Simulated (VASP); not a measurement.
The system is Sr.

```
CELL_PARAMETERS angstrom
4.21754 0.00000 0.00000
-1.40585 3.97634 0.00000
-1.40585 -1.98817 3.44361
ATOMIC_POSITIONS crystal
Sr 0.00000 0.00000 0.00000
```

This isn't the form of Sr at room conditions, which is fcc.

```yaml
Program: VASP 6.6.1
Task: relaxation of cell and atoms
Functional: PBE
Potentials_or_basis: VASP PAW PBE potentials, release 64 (Sr_sv)
Cutoff: 600 eV
k_mesh: 7 × 7 × 7
Occupations: methfessel-paxton, width 0.05 eV
Spin: no spin polarisation
```

At the start: pressure -0.8 GPa; volume 57.75 Å³/atom.

Question: How do energy, volume and symmetry change on relaxing?

Answer: Over 4 steps the energy falls by 11.7 meV/atom and the volume is 53.56 Å³/atom (-7.3 %); space group Im-3m (No. 229, to 0.05 Å).

Step by step:
| step | energy change (eV) | largest force (eV/Å) | pressure (GPa) | volume (Å³) |
| --- | --- | --- | --- | --- |
| 1 | 0.0000 | 0.0000 | -0.82 | 57.75 |
| 2 | -0.0095 | 0.0000 | -0.40 | 55.32 |
| 3 | -0.0117 | 0.0000 | -0.05 | 53.76 |
| 4 | -0.0117 | 0.0000 | 0.00 | 53.56 |

Final structure:
```
Sr
1.0
     4.11305    0.00000    0.00000
    -1.37102    3.87782    0.00000
    -1.37102   -1.93891    3.35829
Sr
1
Direct
  0.00000 0.00000 0.00000
```
